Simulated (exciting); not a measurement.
# AlRu (Pm-3m) in exciting: further runs

One crystal, AlRu, is run at these levels: PBE, LDA; tasks: single point.

Everything below comes from runs of exciting (release sodium). Logs are shortened: lines on timing, memory, paths and dates and some standing lists are left out, and cuts for length are marked.

## (1) Starting point

The structure is cubic, space group Pm-3m (No. 221). Conventional cell: a = 2.992 Å, b = 2.992 Å, c = 2.992 Å, α = 90.00°, β = 90.00°, γ = 90.00°. Ru (site symmetry m-3m) is surrounded by 8 Al at 2.59 Å. Al (site symmetry m-3m) is surrounded by 8 Ru at 2.59 Å.

## (2) Single point, PBE

input.xml

```xml
<input>
  <title>AlRu</title>
  <structure speciespath="./" tshift="false">
    <crystal scale="1">
      <basevect>5.653304674430 0.000000000000 0.000000000000</basevect>
      <basevect>0.000000000000 5.653304674430 0.000000000000</basevect>
      <basevect>0.000000000000 0.000000000000 5.653304674430</basevect>
    </crystal>
    <species speciesfile="Ru.xml" rmt="2.3">
      <atom coord="0.500000000000 0.500000000000 0.500000000000"/>
    </species>
    <species speciesfile="Al.xml" rmt="2">
      <atom coord="0.000000000000 0.000000000000 0.000000000000"/>
    </species>
  </structure>
  <groundstate do="fromscratch" ngridk="9 9 9" rgkmax="7.8" gmaxvr="14" lmaxapw="10" lmaxmat="10" lmaxvr="8" xctype="GGA_PBE" stype="Gaussian" swidth="0.00367493" nempty="14" ValenceRelativity="iora*" epsengy="1e-05" epspot="1e-05" maxscl="60" tforce="true" outputlevel="normal"/>
</input>
```

Potentials or basis: all-electron LAPW+lo, shipped species files, valence relativity iora*.

On the command line:

```
> OMP_NUM_THREADS=1 exciting_smp
```

INFO.OUT:

```text
================================================================================
EXCITING SODIUM started
[... 10 lines left out ...]

 Lattice vectors (cartesian) :
      5.6533046744      0.0000000000      0.0000000000
      0.0000000000      5.6533046744      0.0000000000
      0.0000000000      0.0000000000      5.6533046744

 Reciprocal lattice vectors (cartesian) :
      1.1114181296      0.0000000000      0.0000000000
      0.0000000000      1.1114181296      0.0000000000
      0.0000000000      0.0000000000      1.1114181296

 Unit cell volume                           :     180.6787905534
 Brillouin zone volume                      :       1.3728795321

 Species :    1 (Ru)
     parameters loaded from                 :    Ru.xml
     name                                   :    ruthenium
     nuclear charge                         :     -44.00000000
     electronic charge                      :      44.00000000
     atomic mass                            :  184239.33920000
     muffin-tin radius                      :       2.30000000
     # of radial points in muffin-tin       :     400

     atomic positions (lattice) :
       1 :   0.50000000  0.50000000  0.50000000

 Species :    2 (Al)
     parameters loaded from                 :    Al.xml
     name                                   :    aluminium
     nuclear charge                         :     -13.00000000
     electronic charge                      :      13.00000000
     atomic mass                            :   49184.33493000
     muffin-tin radius                      :       2.00000000
     # of radial points in muffin-tin       :     300

     atomic positions (lattice) :
       1 :   0.00000000  0.00000000  0.00000000

 Total number of atoms per unit cell        :       2

 Spin treatment                             :    spin-unpolarised

 Number of Bravais lattice symmetries       :      48
 Number of crystal symmetries               :      48

 k-point grid                               :       9    9    9
 Total number of k-points                   :      35
 k-point set is reduced with crystal symmetries

 R^MT_min * |G+k|_max (rgkmax)              :       7.80000000
 Species with R^MT_min                      :       2 (Al)
 Maximum |G+k| for APW functions            :       3.90000000
 Maximum |G| for potential and density      :      14.00000000

 G-vector grid sizes                        :      27    27    27
 Total number of G-vectors                  :    8385

 Maximum angular momentum used for
     APW functions                          :      10
     computing H and O matrix elements      :      10
     potential and density                  :       8
     inner part of muffin-tin               :       2

 Total nuclear charge                       :     -57.00000000
 Total electronic charge                    :      57.00000000
 Total core charge                          :      32.00000000
 Total valence charge                       :      25.00000000

 Number of empty states                     :      14
 Total number of valence states             :      27

 Maximum Hamiltonian size                   :     207
 Maximum number of plane-waves              :     187
 Total number of local-orbitals             :      20

 Exchange-correlation type                  :      20
     Perdew-Burke-Ernzerhof, Phys. Rev. Lett. 77, 3865 (1996)
     Generalised gradient approximation (GGA)

 Smearing scheme                            :    Gaussian
 Smearing width                             :       0.00367493

 Using multisecant Broyden potential mixing
[... 16 lines left out ...]
+ SCF iteration number :    1                                                  +
++++++++++++++++++++++++++++++++++++++++++++++++++++++++++++++++++++++++++++++++
 Total energy                               :     -4761.69030615
 _______________________________________________________________
 Fermi energy                               :         0.42821513
 Kinetic energy                             :      4966.73523851
 Coulomb energy                             :     -9576.19518397
 Exchange energy                            :      -149.36764949
 Correlation energy                         :        -2.86271120

 DOS at Fermi energy (states/Ha/cell)       :        31.98391401

 Electron charges :
     core                                   :        32.00000000
     core leakage                           :         0.00139653
     valence                                :        25.00000000
     interstitial                           :         4.19922258
     charge in muffin-tin spheres :
                  atom     1    Ru          :        41.72628808
                  atom     2    Al          :        11.07448934
     total charge in muffin-tins            :        52.80077742
     total charge                           :        57.00000000

++++++++++++++++++++++++++++++++++++++++++++++++++++++++++++++++++++++++++++++++
+ SCF iteration number :    2                                                  +
++++++++++++++++++++++++++++++++++++++++++++++++++++++++++++++++++++++++++++++++
 Total energy                               :     -4773.96104235
 _______________________________________________________________
 Fermi energy                               :         0.39823686
 Kinetic energy                             :      4959.23716501
 Coulomb energy                             :     -9580.62846194
 Exchange energy                            :      -149.70756650
 Correlation energy                         :        -2.86217893

 DOS at Fermi energy (states/Ha/cell)       :        51.94267843

 Electron charges :
     core                                   :        32.00000000
     core leakage                           :         0.00139526
     valence                                :        25.00000000
     interstitial                           :         3.90364305
     charge in muffin-tin spheres :
                  atom     1    Ru          :        42.13480884
                  atom     2    Al          :        10.96154811
     total charge in muffin-tins            :        53.09635695
     total charge                           :        57.00000000
[... 354 lines left out ...]
++++++++++++++++++++++++++++++++++++++++++++++++++++++++++++++++++++++++++++++++
+ SCF iteration number :   15                                                  +
++++++++++++++++++++++++++++++++++++++++++++++++++++++++++++++++++++++++++++++++
 Total energy                               :     -4774.72803011
 _______________________________________________________________
 Fermi energy                               :         0.39242233
 Kinetic energy                             :      4958.29352856
 Coulomb energy                             :     -9580.43485050
 Exchange energy                            :      -149.72445111
 Correlation energy                         :        -2.86225707

 DOS at Fermi energy (states/Ha/cell)       :        53.04954647

 Electron charges :
     core                                   :        32.00000000
     core leakage                           :         0.00135935
     valence                                :        25.00000000
     interstitial                           :         3.88391584
     charge in muffin-tin spheres :
                  atom     1    Ru          :        42.13932103
                  atom     2    Al          :        10.97676313
     total charge in muffin-tins            :        53.11608416
     total charge                           :        57.00000000

 RMS change in effective potential (target) :  0.160155E-08  ( 0.100000E-04)
 Absolute change in total energy   (target) :  0.210416E-06  ( 0.100000E-04)
 Charge distance                   (target) :  0.359570E-09  ( 0.100000E-04)
 Abs. change in max-nonIBS-force   (target) :   0.00000      ( 0.500000E-04)

++++++++++++++++++++++++++++++++++++++++++++++++++++++++++++++++++++++++++++++++
| Convergency criteria checked for the last 2 iterations                       +
| Convergence targets achieved. Performing final SCF iteration                 +
++++++++++++++++++++++++++++++++++++++++++++++++++++++++++++++++++++++++++++++++
 Total energy                               :     -4774.72802995
 _______________________________________________________________
 Fermi energy                               :         0.39242233
 Kinetic energy                             :      4958.29352865
 Coulomb energy                             :     -9580.43485043
 Exchange energy                            :      -149.72445110
 Correlation energy                         :        -2.86225707

 DOS at Fermi energy (states/Ha/cell)       :        53.04954676

 Electron charges :
     core                                   :        32.00000000
     core leakage                           :         0.00135935
     valence                                :        25.00000000
     interstitial                           :         3.88391584
     charge in muffin-tin spheres :
                  atom     1    Ru          :        42.13932103
                  atom     2    Al          :        10.97676313
     total charge in muffin-tins            :        53.11608416
     total charge                           :        57.00000000

++++++++++++++++++++++++++++++++++++++++++++++++++++++++++++++++++++++++++++++++
+ Self-consistent loop stopped                                                 +
++++++++++++++++++++++++++++++++++++++++++++++++++++++++++++++++++++++++++++++++
 STATE.OUT is written

--------------------------------------------------------------------------------
- Writing atomic positions and forces                                          -
--------------------------------------------------------------------------------

 Atomic positions (lattice) :
 atom     1  Ru  :     0.50000000    0.50000000    0.50000000
 atom     2  Al  :     0.00000000    0.00000000    0.00000000

 Total atomic forces including IBS (cartesian) :
 atom     1  Ru  :     0.00000000    0.00000000    0.00000000
 atom     2  Al  :     0.00000000    0.00000000    0.00000000

 Atomic force components including IBS (cartesian) :
 atom     1  Ru  :    -0.00000000   -0.00000000    0.00000000   HF force
                 :     0.00000000    0.00000000    0.00000000   core correction
                 :    -0.00000000    0.00000000    0.00000000   IBS correction
 atom     2  Al  :     0.00000000    0.00000000    0.00000000   HF force
                 :    -0.00000000    0.00000000    0.00000000   core correction
                 :     0.00000000   -0.00000000    0.00000000   IBS correction

********************************************************************************
[... 7 lines left out ...]
| EXCITING SODIUM stopped                                                      =
================================================================================
```

It took 71 s on 1 thread of Arm Neoverse N1, shared host; peak memory 0.12 GiB.

What came out:

```yaml
Free_energy: -129926.9784 eV
Band_gap_on_the_k_mesh: none (metal or under the smearing width)
All_electrons_inside_the_program's_atomic_spheres: Ru 42.14; Al 10.98 (radii Ru 2.3, Al 2.0 bohr)
Density_of_states_at_the_Fermi_level: 1.95 states/eV per cell
```

Levels at points of the mesh, in eV from the Fermi level:
| k point | band 11 | band 12 | band 13 | band 14 | band 15 | band 16 |
| --- | --- | --- | --- | --- | --- | --- |
| (0.00, 0.00, 0.00) | 0.24 | 0.24 | 0.24 | 6.16 | 6.16 | 6.16 |

Caveat: the log's total energy holds no entropy term; the free energy is that total less TS from the occupations.

## (3) Single point, LDA

input.xml: that of step 2 with these lines changed.

```diff
@@ -15,3 +15,3 @@
   </structure>
-  <groundstate do="fromscratch" ngridk="9 9 9" rgkmax="7.8" gmaxvr="14" lmaxapw="10" lmaxmat="10" lmaxvr="8" xctype="GGA_PBE" stype="Gaussian" swidth="0.00367493" nempty="14" ValenceRelativity="iora*" epsengy="1e-05" epspot="1e-05" maxscl="60" tforce="true" outputlevel="normal"/>
+  <groundstate do="fromscratch" ngridk="9 9 9" rgkmax="7.8" gmaxvr="14" lmaxapw="10" lmaxmat="10" lmaxvr="8" xctype="LDA_PW" stype="Gaussian" swidth="0.00367493" nempty="14" ValenceRelativity="iora*" epsengy="1e-05" epspot="1e-05" maxscl="60" tforce="true" outputlevel="normal"/>
 </input>
```

Potentials or basis: all-electron LAPW+lo, shipped species files, valence relativity iora*.

On the command line:

```
> OMP_NUM_THREADS=1 exciting_smp
```

It took 66 s on 1 thread of Arm Neoverse N1, shared host; peak memory 0.12 GiB.

The run converged. Its results:

```yaml
Free_energy: -129782.1029 eV
Band_gap_on_the_k_mesh: none (metal or under the smearing width)
All_electrons_inside_the_program's_atomic_spheres: Ru 42.14; Al 10.99 (radii Ru 2.3, Al 2.0 bohr)
Density_of_states_at_the_Fermi_level: 1.90 states/eV per cell
```

Levels at points of the mesh, in eV from the Fermi level:
```csv
k point,band 9,band 10,band 11,band 12,band 13,band 14,band 15,band 16,band 17,band 18
"(0.00, 0.00, 0.00)",-3.51,-3.51,0.24,0.24,0.24,6.10,6.10,6.10,11.19,11.19
```

Caveat: the log's total energy holds no entropy term; the free energy is that total less TS from the occupations.

(Continued in part 2 of 2.)
